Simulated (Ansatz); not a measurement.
**Ruthenium, diamond under RPBE: ground state and equation of state**

What does RPBE give for ruthenium in the diamond structure? We relax it, solve it on a dense k-mesh, then scale the cell to 7 volumes from 88 to 112 % of the relaxed one and try a fit of the equation of state. Spin polarisation is left out. The k-meshes are 10×10×10 for the relaxation; 16×16×16 for the dense run; 11×11×11 for the volumes.

This is Ru in the diamond structure; at room conditions it is hcp.

Computed with Ansatz 0.2.0 (DFT RPBE, plane waves (420 eV) with PAW, scalar-relativistic; the PAW data stem from PBE, with regenerated cores, unless a step says otherwise).

### Step 1. The structure to begin with

The structure is cubic, space group Fd-3m (No. 227). Conventional cell: a = 5.270 Å, b = 5.270 Å, c = 5.270 Å, α = 90.00°, β = 90.00°, γ = 90.00°. Ru (site symmetry -43m) has 4 Ru at 2.28 Å as nearest neighbours.

As a file:

```cif
data_structure
_symmetry_space_group_name_H-M 'P 1'
_symmetry_Int_Tables_number 1
_cell_length_a 3.7267
_cell_length_b 3.7267
_cell_length_c 3.7267
_cell_angle_alpha 60.000
_cell_angle_beta 60.000
_cell_angle_gamma 60.000
_cell_volume 36.60
loop_
_atom_site_label
_atom_site_type_symbol
_atom_site_fract_x
_atom_site_fract_y
_atom_site_fract_z
_atom_site_occupancy
Ru1 Ru 0.12500 0.12500 0.12500 1
Ru2 Ru 0.87500 0.87500 0.87500 1
```

### Step 2. Relaxation of the cell

Input file input.yaml:

```yaml
crystal:
  lattice:
    - [0.0, 2.635171402, 2.635171402]
    - [2.635171402, 0.0, 2.635171402]
    - [2.635171402, 2.635171402, 0.0]
  atoms:
    - { symbol: Ru, position: [0.125, 0.125, 0.125] }
    - { symbol: Ru, position: [0.875, 0.875, 0.875] }
hamiltonian:
  xc: rpbe
  pseudopotentials:
    kind: paw
    azcp:
      Ru: "pseudopotentials/Ru.paw.azcp"
basis:
  ecutwfc: 420
  fft_grid_basis: typed
kpoints:
  mp_grid: { grid: [10, 10, 10], shift: [0, 0, 0] }
magnetization:
  spin_polarized: false
scf:
  occupations: { method: fermi_dirac, width: 0.1 }
relax:
  max_steps: 60
  f_tol: 0.01
  cell: {}
```

After this run come: Dense single point; The cell scaled to 88 % of its volume; The cell scaled to 92 % of its volume; The cell scaled to 96 % of its volume; The cell scaled to 100 % of its volume; The cell scaled to 104 % of its volume; The cell scaled to 108 % of its volume; The cell scaled to 112 % of its volume.

**Question.** What will these runs give? Wanted: space group; conventional cell; volume; shortest distance; gap on the mesh; relative to hcp; V₀, B₀, B₀′.

As calculated:

```
                      quantity                         value
space group (spins left aside)               Fd-3m (No. 227)
             conventional cell                   a = 5.488 Å
                        volume                20.656 Å³/atom
             shortest distance                       2.376 Å
               gap on the mesh  none (levels filled in part)
               relative to hcp                +1111 meV/atom
                   V₀, B₀, B₀′  20.644 Å³/atom, 153 GPa, 4.8
```

In words: From the guessed start the volume grew by 12.9 % in 5 steps. It lies 1111 meV/atom above the element's reference form at the same level (hcp, from a run of its own). Levels at the Fermi energy are filled in part, as in a metal. The fitted modulus is 153 GPa. The symmetry was held, so the structure may be unstable against distortions that break it.
